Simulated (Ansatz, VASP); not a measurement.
# Two plane-wave programs on Fe

File INCAR:

```
PREC = Accurate
ENCUT = 520
EDIFF = 1E-6
ISMEAR = -1
SIGMA = 0.1
LREAL = F
LASPH = T
NELM = 60
ALGO = Normal
ISIF = 2
LWAVE = F
LCHARG = F
GGA = PE
NBANDS = 24
```

Contents of KPOINTS:

```
Automatic mesh
0
Gamma
  17 17 5
```

Contents of POSCAR:

```
Fe
1.0
    2.5147166598      0.0000000000      0.0000000000
   -1.2573583299      2.1778085107      0.0000000000
    0.0000000000      0.0000000000      8.0944012157
Fe
4
Direct
    1.0000000000      1.0000000000      0.0000000000
    0.0000000000      0.0000000000      0.5000000000
    0.3333333333      0.6666666667      0.2500000000
    0.6666666667      0.3333333333      0.7500000000
```

Input for Ansatz:

```yaml
crystal:
  lattice:
    - [2.5147166598, 0.0, 0.0]
    - [-1.2573583299, 2.1778085107, 0.0]
    - [0.0, 0.0, 8.0944012157]
  atoms:
    - { symbol: Fe, position: [1.0, 1.0, 0.0] }
    - { symbol: Fe, position: [0.0, 0.0, 0.5] }
    - { symbol: Fe, position: [0.3333333333, 0.6666666667, 0.25] }
    - { symbol: Fe, position: [0.6666666667, 0.3333333333, 0.75] }
hamiltonian:
  xc: pbe
  pseudopotentials:
    kind: paw
    azcp:
      Fe: "pseudopotentials/Fe.paw.azcp"
basis:
  ecutwfc: 420
  fft_grid_basis: typed
kpoints:
  mp_grid: { grid: [17, 17, 5], shift: [0, 0, 0] }
magnetization:
  spin_polarized: false
scf:
  occupations: { method: fermi_dirac, width: 0.1 }
  lower_state_search: "off"
output:
  stress: true
```

Alike in both runs: task single point; functional PBE; k mesh 17 × 17 × 5; occupations fermi-dirac, width 0.1 eV; no spin polarisation.

|  | VASP | Ansatz |
| --- | --- | --- |
| version | VASP 6.6.1 | Ansatz 0.2.0 |
| potentials or method | VASP PAW PBE potentials, release 64 (Fe) | plane waves (420 eV) with PAW, scalar-relativistic |
| plane-wave cutoff (eV) | 520 | 420 |
| valence electrons in the cell | 32 | 64 |

Ansatz gave:

| Property | Result |
| --- | --- |
| pressure (GPa) | -18.4 |
| largest component of the traceless stress (GPa) | 0.23 |

Q: Which values does VASP return?

A: Pressure (GPa): -18.6; largest component of the traceless stress (GPa): 0.28.

With one functional, cell and mesh, what is left measures potentials, basis and numerics. The two sets of potentials don't hold the same shells in valence.

Caveats: so large a pressure means that the cell lies far from this level's equilibrium, or that cutoff or potentials fall short (VASP); the run has no spin polarisation, though such a crystal can be magnetic. Spin polarisation is off, so any magnetic state and its effect on volume and gap are missing.
